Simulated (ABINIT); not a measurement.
Crystal: Zr.

```xyz
2
Lattice="3.2320 0.0000 0.0000 -1.6160 2.7990 0.0000 0.0000 0.0000 5.1470" Properties=species:S:1:pos:R:3 pbc="T T T"
Zr    1.6160    0.9330    3.8603
Zr    0.0000    1.8660    1.2868
```

Base run:

```yaml
Program: ABINIT 10.8.3 (patched build)
Functional: WC
Potentials_or_basis: JTH PAW PBE v2.0
Cutoff: 544 eV
k_mesh: 9 × 9 × 5
Occupations: fermi-dirac, width 0.05 eV
Spin: no spin polarisation
```

Its results: band gap on the k mesh none (metal or under the smearing width); pressure -3.2 GPa.

Question: The run is repeated on the same cell with these changes: functional from WC to RPBE. What comes out?

Answer: Band gap on the k mesh none (metal or under the smearing width); pressure 2.5 GPa.

RPBE binds less tightly than WC, so the same cell stands under more pressure.

Caveats: the PAW data sets were made with another functional, which shifts forces and pressure a little.
